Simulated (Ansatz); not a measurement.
## TiGe2N4 monolayer in a perpendicular field

Wanted: the out-of-plane response of the TiGe2N4 monolayer. A positive field points along +c.

Method: plane-wave DFT, PBE-D3(BJ), Ansatz PAW, in Ansatz 0.2.0.

## 1. The structure

The cell holds 7 atoms: 4 N, 2 Ge and 1 Ti. Cell: a = 3.020 Å, b = 3.020 Å, c = 45.602 Å, α = 90.0°, β = 90.0°, γ = 120.0°. Vacuum lies along c.

Coordinates:

```cif
data_structure
_symmetry_space_group_name_H-M 'P 1'
_symmetry_Int_Tables_number 1
_cell_length_a 3.0200
_cell_length_b 3.0200
_cell_length_c 45.6024
_cell_angle_alpha 90.000
_cell_angle_beta 90.000
_cell_angle_gamma 120.000
_cell_volume 360.19
loop_
_atom_site_label
_atom_site_type_symbol
_atom_site_fract_x
_atom_site_fract_y
_atom_site_fract_z
_atom_site_occupancy
N1 N 0.00000 0.00000 0.41993 1
Ge2 Ge 0.33333 0.66667 0.43282 1
N3 N 0.33333 0.66667 0.47317 1
Ti4 Ti 0.00000 0.00000 0.50000 1
N5 N 0.33333 0.66667 0.52683 1
Ge6 Ge 0.33333 0.66667 0.56718 1
N7 N 0.00000 0.00000 0.58007 1
```

## 2. Relaxation

The starting cell is a guess, so the in-plane lattice and the atoms are relaxed first, with the slab cut off from its images along the normal.

input.yaml reads:

```yaml
crystal:
  lattice:
    - [3.02, 0.0, 0.0]
    - [-1.51, 2.6153967194, 0.0]
    - [0.0, 0.0, 45.6023765639]
  atoms:
    - { symbol: "N", position: [0.0, 0.0, 0.4199342544] }
    - { symbol: Ge, position: [0.3333333333, 0.6666666667, 0.4328231468] }
    - { symbol: "N", position: [0.3333333333, 0.6666666667, 0.4731719211] }
    - { symbol: Ti, position: [0.0, 0.0, 0.5] }
    - { symbol: "N", position: [0.3333333333, 0.6666666667, 0.5268280789] }
    - { symbol: Ge, position: [0.3333333333, 0.6666666667, 0.5671768532] }
    - { symbol: "N", position: [0.0, 0.0, 0.5800657456] }
  periodic: [true, true, false]
kpoints:
  mp_grid: { grid: [12, 12, 1] }
hamiltonian:
  xc: pbe
  dispersion: d3bj
scf:
  occupations: { method: fermi_dirac, width: 0.05 }
  convergence: { dr2_threshold: 1.0e-09 }
relax:
  f_tol: 0.004
  max_steps: 90
  cell: {}
output:
  write_potential: true
  write_density: true
  volumetric_format: npy
```

On the command line:

```sh
> ansatz run input.yaml --threads 2 --pin off --max-ram 3072MiB --backend cpu --events-out ev --progress --plain --runs-dir out
```

Numbers of over 12 decimals in the logs are rounded to 6 here.

The program printed:

```text
Warning: relax.cell: scf.convergence.dr2_threshold = 1e-9 eV is looser than the 2.33822619111e-10 eV advised for a relaxation that steers and ends on the stress (1e-10 eV for each atom of the cell: 7, times the square of relax.cell.stress_2d_tol = 0.05 N/m over 17.3 Å (the atoms' height at the walk's start and 5 Å past either face), 2.890e-2 GPa, over a crystal's default 0.05). What an SCF threshold leaves in a stress goes as its square root, and in the free energy as the threshold itself, and one threshold admits the most on a small cell: [figures from the program's tests cut] Set scf.convergence.dr2_threshold to 2.33822619111e-10 eV or tighter. [rest of the remark cut]
Engine: ansatz 0.2.0, x86_64-unknown-linux-gnu
Pseudopotentials: kind: paw
Pseudopotential: N, paw, valence charge 5, recommended cutoff 420 eV (normal), N.paw.azcp
Pseudopotential: Ge, paw, valence charge 14, recommended cutoff 420 eV (normal), Ge.paw.azcp
Pseudopotential: Ti, paw, valence charge 12, recommended cutoff 420 eV (normal), Ti.paw.azcp
Functional definition: PBE
  parameter kappa = 0.804
  parameter beta = 0.066725
  exchange = pbe_x(kappa = kappa, mu = beta*pi^2/3)
  correlation = pbe_c(beta = beta)
Crystal: 7 atoms, lattice volume = 360.190 Å³
Basis set: ecut = 420 eV, 6909 PW (Γ), exchange–correlation on 48×48×640 points (8 copies of the dense FFT grid, shifted against one another)
Bands: 37, of which v1, the nominal top of the filled ones, is band 30 counted from 1 (29 counted from 0)
Symmetry: 12 space group operations
Space group: P-6m2 (ITA 187), of the structure as read, at distance tolerance 7.1e-5 Å
k-points: 19 of 144 (time reversal used)
Non-local potential: N, projectors of the file, l = 0: 2, l = 1: 2, l = 2: 1
Non-local potential: Ge, projectors of the file, l = 0: 2, l = 1: 2, l = 2: 3, l = 3: 1
Non-local potential: Ti, projectors of the file, l = 0: 3, l = 1: 2, l = 2: 3, l = 3: 1
PAW form: soft (Blöchl's): semilocal exchange-correlation on the pseudo side does not see the compensation charge
PAW one-centre angular grid: N, 110 points (default); XC on 64 Gauss nodes
PAW one-centre angular grid: Ge, 590 points (default); XC on 64 Gauss nodes
PAW one-centre angular grid: Ti, 590 points (default); XC on 64 Gauss nodes
Initial density: superposition of atomic densities (neutral atoms: chi_scale 0, normalization atom), corrected by the library's trained network
Initial wavefunctions: pseudopotential atomic-orbital guess
Functional: x = pbe(κ = 0.804, μ = 0.219515), c = pbe(β = 0.066725)
SCF iter   1: F=—  HF=-12629.600515 eV  |F-HF|=—  |Δ(HF+E_count)|=         —  Δρ=2.39e-3  dr2=5.10e-2  ethr=1.77e-3  ⟨swp⟩=10.8  Hψ=4202  notcnv=0  defer=18
preconditioner: auto → Resta (q_TF=auto, 2.024 Å⁻¹)  ε∞=1.7  [insulator: Δε(μ)=1.449 eV  Ē_g=17.215 eV  σ=0.050 eV  W_gap=1.00  n_scr=28 (ndim 8)  ℏωp=14.1 eV  f_vac=0.767  D(μ)=0.00/eV (n_scr^D=0)  ε∞_Penn≈1.7  vacuum switching on, ρ_ref=2.1e-2 e/Å³]
SCF iter   2: F=—  HF=-12629.605152 eV  |F-HF|=—  |Δ(HF+E_count)|=   4.64e-3  Δρ=3.76e-3  dr2=9.80e-2  ethr=8.50e-5  ⟨swp⟩=3.8  Hψ=1767  notcnv=0  defer=35
SCF iter   3: F=—  HF=-12629.595281 eV  |F-HF|=—  |Δ(HF+E_count)|=   9.87e-3  Δρ=1.38e-3  dr2=1.10e-2  ethr=8.50e-5  ⟨swp⟩=2.9  Hψ=1106  notcnv=0  defer=35
SCF iter   4: F=—  HF=-12629.595942 eV  |F-HF|=—  |Δ(HF+E_count)|=   6.61e-4  Δρ=5.97e-4  dr2=2.05e-3  ethr=1.84e-5  ⟨swp⟩=2.9  Hψ=1149  notcnv=0  defer=35
SCF iter   5: F=—  HF=-12629.595822 eV  |F-HF|=—  |Δ(HF+E_count)|=   1.20e-4  Δρ=1.50e-4  dr2=4.56e-5  ethr=3.42e-6  ⟨swp⟩=3.2  Hψ=1168  notcnv=0  defer=35
SCF iter   6: F=—  HF=-12629.595798 eV  |F-HF|=—  |Δ(HF+E_count)|=   2.42e-5  Δρ=5.82e-5  dr2=5.78e-6  ethr=7.60e-8  ⟨swp⟩=3.2  Hψ=1503  notcnv=0  defer=35
SCF iter   7: F=—  HF=-12629.595806 eV  |F-HF|=—  |Δ(HF+E_count)|=   8.11e-6  Δρ=9.65e-6  dr2=2.52e-7  ethr=9.64e-9  ⟨swp⟩=3.0  Hψ=1421  notcnv=0  defer=35
SCF iter   8: F=—  HF=-12629.595859 eV  |F-HF|=—  |Δ(HF+E_count)|=   5.34e-5  Δρ=3.86e-6  dr2=4.41e-8  ethr=4.21e-10  ⟨swp⟩=3.4  Hψ=1590  notcnv=0  defer=35
SCF iter   9: F=—  HF=-12629.595859 eV  |F-HF|=—  |Δ(HF+E_count)|=   1.17e-7  Δρ=1.04e-6  dr2=2.80e-9  ethr=7.35e-11  ⟨swp⟩=3.7  Hψ=1483  notcnv=0  defer=35
SCF iter  10: F=-12629.595859 eV  HF=-12629.595859 eV  |F-HF|=4.24e-10  |Δ(HF+E_count)|=   2.24e-8  Δρ=3.24e-7  dr2=2.19e-10  ethr=1.67e-12  ⟨swp⟩=11.8  Hψ=5369  notcnv=0
SCF 1 converged in 10 iterations: F = -12629.595859 eV  dr2 = 2.19e-10
  greatest PAW one-centre occupation: 0.999 electrons in one spin orbital (limit 2), on the Ti atom at site 3 (counted from 0), in its partial waves of l = 0
relax step   1: F+E_penalty+E_count = -12629.59585937 eV  Δ(F+E_penalty+E_count) = +0.000e0 eV  max|allowed force component| = 2.146e0 eV/Å  Δτ_max = 0.0000 Å  P = +3.212 N/m  Ω = 360.190 Å³  fix = [c, alpha, beta]  reactions: c +0.000 N/m  (10 SCF iters, accepted)
Crystal: 7 atoms, lattice volume = 366.973 Å³
Basis set: ecut = 420 eV, 7101 PW (Γ), exchange–correlation on 48×48×640 points (8 copies of the dense FFT grid, shifted against one another)
Initial density: handed on by an earlier stage of this run
Initial wavefunctions: those handed on with the density
iter 1 solved again at ethr=5.67e-4 eV; its pass at ethr=3.10e-3 eV (dr2=3.40e-1 eV) is discarded
SCF iter   1: F=—  HF=-12629.785838 eV  |F-HF|=—  |Δ(HF+E_count)|=         —  Δρ=1.01e-2  dr2=3.36e-1  ethr=5.67e-4  ⟨swp⟩=2.5  Hψ=4791  notcnv=0
preconditioner: auto → Resta (q_TF=auto, 2.017 Å⁻¹)  ε∞=1.7  [insulator: Δε(μ)=1.083 eV  Ē_g=17.090 eV  σ=0.050 eV  W_gap=1.00  n_scr=28 (ndim 8)  ℏωp=14.0 eV  f_vac=0.775  D(μ)=0.00/eV (n_scr^D=0)  ε∞_Penn≈1.7  vacuum switching on, ρ_ref=2.1e-2 e/Å³]
SCF iter   2: F=—  HF=-12629.765822 eV  |F-HF|=—  |Δ(HF+E_count)|=   2.00e-2  Δρ=7.43e-3  dr2=3.24e-1  ethr=5.60e-4  ⟨swp⟩=4.5  Hψ=1393  notcnv=0
SCF iter   3: F=—  HF=-12629.721782 eV  |F-HF|=—  |Δ(HF+E_count)|=   4.40e-2  Δρ=4.16e-3  dr2=5.13e-2  ethr=5.40e-4  ⟨swp⟩=3.6  Hψ=1183  notcnv=0  defer=32
SCF iter   4: F=—  HF=-12629.717548 eV  |F-HF|=—  |Δ(HF+E_count)|=   4.23e-3  Δρ=1.68e-3  dr2=8.69e-3  ethr=8.54e-5  ⟨swp⟩=2.4  Hψ=1102  notcnv=0  defer=32
SCF iter   5: F=—  HF=-12629.717321 eV  |F-HF|=—  |Δ(HF+E_count)|=   2.27e-4  Δρ=3.43e-4  dr2=5.26e-4  ethr=1.45e-5  ⟨swp⟩=2.7  Hψ=1283  notcnv=0  defer=32
SCF iter   6: F=—  HF=-12629.717319 eV  |F-HF|=—  |Δ(HF+E_count)|=   2.08e-6  Δρ=1.97e-4  dr2=1.44e-4  ethr=8.77e-7  ⟨swp⟩=3.1  Hψ=1170  notcnv=0  defer=32
SCF iter   7: F=—  HF=-12629.717307 eV  |F-HF|=—  |Δ(HF+E_count)|=   1.22e-5  Δρ=4.85e-5  dr2=6.77e-6  ethr=2.40e-7  ⟨swp⟩=3.0  Hψ=1155  notcnv=0  defer=32
[...]
SCF 3 converged in 10 iterations: F = -12629.763722 eV  dr2 = 3.63e-10
relax step   3: F+E_penalty+E_count = -12629.76372164 eV  Δ(F+E_penalty+E_count) = -4.630e-2 eV  max|allowed force component| = 1.467e-1 eV/Å  Δτ_max = 0.0713 Å  P = +0.544 N/m  Ω = 363.860 Å³  energy of the carried Pulay correction = -2.359e-3 eV  fix = [c, alpha, beta]  reactions: c +0.000 N/m  (10 SCF iters, accepted)
[...]
relax step   4: F+E_penalty+E_count = -12629.76573252 eV  Δ(F+E_penalty+E_count) = -2.011e-3 eV  max|allowed force component| = 2.922e-2 eV/Å  Δτ_max = 0.0124 Å  P = +0.286 N/m  Ω = 363.893 Å³  energy of the carried Pulay correction = -2.380e-3 eV  fix = [c, alpha, beta]  reactions: c +0.000 N/m  (10 SCF iters, accepted)
[...]
relax step   5: F+E_penalty+E_count = -12629.76571113 eV  Δ(F+E_penalty+E_count) = +2.139e-5 eV  max|allowed force component| = 1.156e-2 eV/Å  Δτ_max = 0.0023 Å  P = +0.023 N/m  Ω = 364.129 Å³  energy of the carried Pulay correction = -2.531e-3 eV  fix = [c, alpha, beta]  reactions: c +0.000 N/m  (8 SCF iters, accepted)
[...]
relax step   6: F+E_penalty+E_count = -12629.76568131 eV  Δ(F+E_penalty+E_count) = +2.982e-5 eV  max|allowed force component| = 3.775e-4 eV/Å  Δτ_max = 0.0004 Å  P = -0.004 N/m  Ω = 364.185 Å³  energy of the carried Pulay correction = -2.567e-3 eV  fix = [c, alpha, beta]  reactions: c -0.000 N/m  (7 SCF iters, accepted)
[...]
relax step   7: F+E_penalty+E_count = -12629.76845619 eV  Δ(F+E_penalty+E_count) = -2.775e-3 eV  max|allowed force component| = 5.161e-4 eV/Å  Δτ_max = 0.0000 Å  P = +0.066 N/m  Ω = 364.185 Å³  fix = [c, alpha, beta]  reactions: c +0.000 N/m  stress off target by 6.58e-2 N/m on what of the cell is left free  SCF on the basis re-selected at this cell (its energy is not comparable with the rows above)  (7 SCF iters)
[...]
relax step   8: F+E_penalty+E_count = -12629.76840399 eV  Δ(F+E_penalty+E_count) = +5.220e-5 eV  max|allowed force component| = 6.791e-5 eV/Å  Δτ_max = 0.0001 Å  P = +0.001 N/m  Ω = 364.271 Å³  energy of the carried Pulay correction = -5.610e-5 eV  fix = [c, alpha, beta]  reactions: c +0.000 N/m  (6 SCF iters, accepted)
iter 1 solved again at ethr=5.47e-7 eV; its pass at ethr=3.10e-3 eV (dr2=3.28e-4 eV) is discarded
SCF iter   1: F=—  HF=-12629.768474 eV  |F-HF|=—  |Δ(HF+E_count)|=         —  Δρ=2.76e-6  dr2=2.36e-8  ethr=5.47e-7  ⟨swp⟩=5.3  Hψ=6848  notcnv=0
eigensolver tolerance schedule: the retry pair's looser diagonalisation over-reported the residual by 13904.92 of it (diagonalisation noise at an unbounded share of the residual, at the tolerance the schedule requests for it); recorded, not acted on — ethr = c·dr2/N_el stays at c = 1.0e-1
SCF iter   2: F=—  HF=-12629.768453 eV  |F-HF|=—  |Δ(HF+E_count)|=   2.11e-5  Δρ=3.07e-6  dr2=3.90e-8  ethr=3.93e-11  ⟨swp⟩=6.4  Hψ=2952  notcnv=0
SCF iter   3: F=—  HF=-12629.768453 eV  |F-HF|=—  |Δ(HF+E_count)|=   8.32e-9  Δρ=1.05e-6  dr2=5.66e-9  ethr=3.93e-11  ⟨swp⟩=3.0  Hψ=1270  notcnv=0
SCF iter   4: F=—  HF=-12629.768453 eV  |F-HF|=—  |Δ(HF+E_count)|=  7.91e-10  Δρ=9.43e-7  dr2=3.22e-9  ethr=9.44e-12  ⟨swp⟩=2.2  Hψ=1044  notcnv=0
SCF iter   5: F=-12629.768453 eV  HF=-12629.768453 eV  |F-HF|=2.00e-11  |Δ(HF+E_count)|=  6.97e-10  Δρ=4.55e-7  dr2=6.36e-10  ethr=1.67e-12  ⟨swp⟩=14.3  Hψ=6339  notcnv=0
SCF 9 converged in 5 iterations: F = -12629.768453 eV  dr2 = 6.36e-10
relax step   9: F+E_penalty+E_count = -12629.76845259 eV  Δ(F+E_penalty+E_count) = -4.860e-5 eV  max|allowed force component| = 6.244e-5 eV/Å  Δτ_max = 0.0000 Å  P = +0.001 N/m  Ω = 364.271 Å³  fix = [c, alpha, beta]  reactions: c +0.000 N/m  stress off target by 1.32e-3 N/m on what of the cell is left free  SCF on the basis re-selected at this cell (its energy is not comparable with the rows above)  (5 SCF iters)
basis re-selected at this cell: Δ(F+E_penalty+E_count) = -4.860e-5 eV, ΔP = +0.001 N/m vs the last step (what re-selecting the basis moved, of the pressure what is left beyond the Pulay correction that the steps carried, after the strain that the cell walked since its last selection, with what the two solves' SCF thresholds leave and, on support functions, any second-order correction that the steps lacked; it is no m [...]
WARN: The output density's exchange-correlation potential varies sharply where the density is thin. Do not read a vacuum level from v_tot or v_xc, or from such a field of the output density. On a cell that repeats whose density bears no net charge and no dipole along the vacuum's axis use v_es (v_loc + v_h of the components); under efield.dipole_correction with no amplitude use v_es + v_field, which holds any externa [...]
SCF converged after 5 iterations
Free energy (F): -12629.768453 eV
Harris-Foulkes:  -12629.768453 eV  (|F-HF|=2.00e-11)
Internal energy: -12629.768452 eV  (E = F + TS)
E sigma→0 (E₀):  -12629.768452 eV
Entropy (-TS):   -0.000001 eV (-0.000 meV/atom)
Fermi energy:    -6.254381 eV
--- Per-component energies (eV) ---
  E_band       = -1396.151509
  E_kinetic    = 1019.206300
  E_local      = -347692.954555  (includes V_loc(G=0)·N_el)
  E_nonlocal   = 1034.159924
  E_hartree    = 172842.455989
  E_xc         = -489.541196
  E_vxc        = -557.888915  (∫ρ·V_xc dr)
  E_paw        = -5602.616666  (= ΣΔE_a)
  E_vpaw       = -883.584574  (= ΣTr[D̂ρ^β])
  E_aug_tail   = 0.000873  (compensation charges beyond the density's cutoff)
  E_ewald      = 166261.164459
  E_disp       = -1.643579  (pairwise vdW)
  E_smearing   = -0.000001  (= −TS)
  E_closure    = 0.000000  (closes the sum)
  Σ components = -12629.768453   (vs F -12629.768453, Δ=0.00e0)
--- Forces (eV/Å), atoms counted from 1 ---
  atom   1  N     -0.00000000    -0.00000000     0.00006244
  atom   2  Ge    -0.00000000     0.00000000     0.00003779
  atom   3  N     -0.00000000    -0.00000000    -0.00000076
  atom   4  Ti     0.00000000    -0.00000000    -0.00000000
  atom   5  N     -0.00000000    -0.00000000     0.00000076
  atom   6  Ge    -0.00000000     0.00000000    -0.00003779
  atom   7  N     -0.00000000    -0.00000000    -0.00006244
  max |Σ_I F_I| component: 1.85e-15 eV/Å
--- 2D stress c σ (N/m, compression-positive) ---
        0.001315       0.000000       0.000000
        0.000000       0.001315      -0.000000
        0.000000      -0.000000       0.000000
  P = ½ c Tr σ = 0.0013 N/m
--- Band table (eV; the first three rows and the last of 19) ---
  k-point 0: bands = [... 26 lower, -8.3988, -7.4546, -7.4546, -7.0585, -5.0019, -3.4825, -3.3256, -2.7871, ... 3 higher]
  k-point 1: bands = [... 26 lower, -8.4673, -7.6347, -7.5607, -6.9037, -4.8007, -3.4228, -3.3248, -2.6513, ... 3 higher]
  k-point 2: bands = [... 26 lower, -8.4400, -7.9477, -7.8289, -6.9261, -4.8998, -3.3453, -3.2359, -2.6688, ... 3 higher]
  k-point 18: bands = [... 26 lower, -9.1614, -8.9026, -7.7159, -7.1586, -5.2197, -4.1065, -2.5340, -2.1173, ... 3 higher]
  the weakly bound empty levels are not read free of the cell's end (no_gap_told)
--- Relaxed structure (7 steps of the walk, 7 accepted, 2 SCFs on fresh bases) ---
  F+E_penalty+E_count = -12629.76845259 eV   max|allowed force component| = 6.244e-5 eV/Å   (the final SCF, on the basis selected at the relaxed cell)
  cell:  # Å, volume = 364.2711 Å³
    - [3.037060, 0, 0]
    - [-1.518530, 2.630171, 0]
    - [0, 0, 45.6023765639]
  atoms:
    - { symbol: N, position: [1.059282805569725e-17, -5.131870468770609e-17, 0.420054] }
    - { symbol: Ge, position: [0.333333, 0.666667, 0.433722] }
    - { symbol: N, position: [0.333333, 0.666667, 0.474869] }
    - { symbol: Ti, position: [1.0573552618555015e-17, -5.135725556199066e-17, 0.500000] }
    - { symbol: N, position: [0.333333, 0.666667, 0.525131] }
    - { symbol: Ge, position: [0.333333, 0.666667, 0.566278] }
    - { symbol: N, position: [1.0554277181412724e-17, -5.139580643627514e-17, 0.579946] }
```

Wall time 2.1 min (2 threads of Intel Xeon Platinum 8375C at 2.90GHz (Ice Lake), shared host); peak memory 0.8 GiB; 4.2 min of CPU time.

Relaxation path:

| step | energy less that of the first step (eV) | largest force component (eV/Å) | volume (Å³) |
| --- | --- | --- | --- |
| 1 | 0.0000 | 2.1460 | 360.19 |
| 2 | -0.1216 | 0.3439 | 366.97 |
| 3 | -0.1679 | 0.1467 | 363.86 |
| 4 | -0.1699 | 0.0292 | 363.89 |
| 5 | -0.1699 | 0.0116 | 364.13 |
| 6 | -0.1698 | 0.0004 | 364.18 |
| 7* | -0.1726 | 0.0005 | 364.18 |
| 8 | -0.1725 | 0.0001 | 364.27 |
| 9* | -0.1726 | 0.0001 | 364.27 |

Relaxation steps marked * repeat the geometry before them on a plane-wave basis chosen anew for their cell, so energy and pressure can jump there.

The run keeps the 12 symmetry operations that it works with, so distortions that break them were not tested.

| cell as run | before | after | change |
| --- | --- | --- | --- |
| a (Å) | 3.020 | 3.037 | +0.6 % |
| b (Å) | 3.020 | 3.037 | +0.6 % |

The atoms that moved most (Å, along periodic axes as changes of fractional coordinates times the final cell, across vacuum about the mean position):

| atom | dx | dy | dz | length |
| --- | --- | --- | --- | --- |
| N3 | 0.000 | 0.000 | 0.077 | 0.077 |
| N5 | 0.000 | 0.000 | -0.077 | 0.077 |
| Ge6 | 0.000 | 0.000 | -0.041 | 0.041 |
| Ge2 | 0.000 | 0.000 | 0.041 | 0.041 |
| N7 | 0.000 | 0.000 | -0.005 | 0.005 |
| N1 | 0.000 | 0.000 | 0.005 | 0.005 |

Final coordinates:

```cif
data_structure
_symmetry_space_group_name_H-M 'P 1'
_symmetry_Int_Tables_number 1
_cell_length_a 3.0371
_cell_length_b 3.0371
_cell_length_c 45.6024
_cell_angle_alpha 90.000
_cell_angle_beta 90.000
_cell_angle_gamma 120.000
_cell_volume 364.27
loop_
_atom_site_label
_atom_site_type_symbol
_atom_site_fract_x
_atom_site_fract_y
_atom_site_fract_z
_atom_site_occupancy
N1 N 0.00000 0.00000 0.42005 1
Ge2 Ge 0.33333 0.66667 0.43372 1
N3 N 0.33333 0.66667 0.47487 1
Ti4 Ti 0.00000 0.00000 0.50000 1
N5 N 0.33333 0.66667 0.52513 1
Ge6 Ge 0.33333 0.66667 0.56628 1
N7 N 0.00000 0.00000 0.57995 1
```

The lattice constant a goes from 3.020 to 3.037 Å.

(Continued in part 2 of 2.)

[Logs are printed without paths, hosts, clocks, repeated set-up lines and the standing remarks that a program may print on its own settings, such as how far it seeks lower states.]

[Hosts, paths, dates, database ids (printed as entryN), source tags and the programs' standing remarks are cut or masked in the printed files.]

[Maps of the electrostatic potential energy from Ansatz leave out the sawtooth potential of an applied field or a dipole correction, so their vacuum need not be flat; planar profiles and work functions include it.]
